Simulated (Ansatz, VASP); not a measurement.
## One calculation of AlRu, two programs

```xyz
2
Lattice="2.9305 0.0000 0.0000 0.0000 2.9305 0.0000 0.0000 0.0000 2.9305" Properties=species:S:1:pos:R:3 pbc="T T T"
Al    0.0000    0.0000    0.0000
Ru    1.4653    1.4653    1.4653
```

Alike in both runs: task single point; functional PBE; k mesh 12 × 12 × 12; occupations gaussian, width 0.05 eV; no spin polarisation.

|  | VASP | Ansatz |
| --- | --- | --- |
| version | VASP 6.6.1 | Ansatz 0.2.0 |
| potentials or method | VASP PAW PBE potentials, release 64 (Al, Ru_pv) | scalar-relativistic, plane waves, PAW |
| plane-wave cutoff (eV) | 520 | 420 |
| valence electrons in the cell | 17 | 19 |

```csv
,VASP,Ansatz,Ansatz less VASP
gap on the k mesh at the Fermi level (eV),none,none,-
pressure (GPa),17.6,17.6,-0.01
```

A gap of «none» marks a metal or a gap that the smearing closes. With one functional, cell and mesh, what is left measures potentials, basis and numerics. The two sets of potentials don't hold the same shells in valence.

Caveats: so large a pressure means that the cell lies far from this level's equilibrium, or that cutoff or potentials fall short (VASP).
